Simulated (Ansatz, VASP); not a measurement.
# One calculation of Hg, two programs

File INCAR:

```
ALGO     = Normal         # electronic algorithm
EDIFF    = 1E-6           # SCF threshold, eV
EDIFFG   = -0.01          # ionic threshold
ENCUT    = 600            # plane-wave cutoff, eV
GGA      = PE             # functional
IBRION   = 2              # ionic algorithm
ISIF     = 3              # what is computed and relaxed
ISMEAR   = 0              # smearing method
LASPH    = T              # aspherical terms in the spheres
LCHARG   = F              # write CHGCAR
LREAL    = F              # projectors in reciprocal space
LWAVE    = F              # write WAVECAR
NELM     = 100            # most SCF steps
NSW      = 100            # ionic steps
PREC     = Accurate       # precision mode
SIGMA    = 0.02           # smearing width, eV
```

The input KPOINTS:

```
k-points
0
Gamma
  12 12 6
```

Contents of POSCAR:

```
Hg
1.0
    3.6015447430      0.0000000000      0.0000000000
   -1.8007723715      3.1190292403      0.0000000000
    0.0000000000      0.0000000000      5.5793597265
Hg
2
Direct
    0.6666666667      0.3333333333      0.7500000000
    0.3333333333      0.6666666667      0.2500000000
```

Input for Ansatz:

```yaml
crystal:
  lattice:
    - [3.601544743, 0.0, 0.0]
    - [-1.8007723715, 3.1190292403, 0.0]
    - [0.0, 0.0, 5.5793597265]
  atoms:
    - { symbol: Hg, position: [0.6666666667, 0.3333333333, 0.75] }
    - { symbol: Hg, position: [0.3333333333, 0.6666666667, 0.25] }
basis:
  ecutwfc: 420
kpoints:
  mp_grid: { grid: [12, 12, 6] }
hamiltonian:
  xc: pbe
scf:
  occupations: { method: gaussian, width: 0.02 }
output:
  forces: true
  stress: true
  eigenvalues: true
relax:
  adjacent_minimum: "off"
  f_tol: 0.01
  max_steps: 80
  cell: { stress_tol: 0.05 }
```

Alike in both runs: task relaxation of cell and atoms; functional PBE; k mesh 12 × 12 × 6; occupations gaussian, width 0.02 eV; no spin polarisation.

|  | VASP | Ansatz |
| --- | --- | --- |
| version | VASP 6.6.1 | Ansatz 0.2.0 |
| potentials or method | VASP PAW PBE potentials, release 64 (Hg) | scalar-relativistic, plane waves, PAW |
| plane-wave cutoff (eV) | 600 | 420 |
| valence electrons in the cell | 24 | 40 |

```csv
,VASP,Ansatz,Ansatz less VASP
"gap on the k mesh at the Fermi level, each at its own relaxed structure (eV)",0.41,0.34,-0.071
relaxed volume (Å³/atom),31.73,31.40,-0.328
relaxed cell length with the largest relative difference (Å),3.612,3.595,-0.0176
```

The two sets of potentials don't hold the same shells in valence.

Caveats: spin-orbit coupling is left out, which moves the levels of the heavy elements.
